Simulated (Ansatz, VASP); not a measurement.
## Two plane-wave programs on Pd

```
CELL_PARAMETERS angstrom
0.00000 1.97113 1.97113
1.97113 0.00000 1.97113
1.97113 1.97113 0.00000
ATOMIC_POSITIONS crystal
Pd 0.00000 0.00000 0.00000
```

Alike in both runs: functional PBE; k mesh 18 × 18 × 18; occupations gaussian, width 0.1 eV; no spin polarisation.

Ansatz relaxed the structure, and its values are those at the end. VASP's run is a single point on that final structure, the one shown.

```csv
,VASP,Ansatz
version,VASP 6.6.1,Ansatz 0.2.0
potentials or method,"VASP PAW PBE potentials, release 64 (Pd)","scalar-relativistic, plane waves, PAW"
plane-wave cutoff (eV),520,420
valence electrons in the cell,10,18
```

|  | VASP | Ansatz | Ansatz less VASP |
| --- | --- | --- | --- |
| gap on the k mesh at the Fermi level (eV) | none | none | - |
| pressure (GPa) | -0.3 | 0.0 | +0.27 |

A gap of «none» marks a metal or a gap that the smearing closes. The two sets of potentials don't hold the same shells in valence.
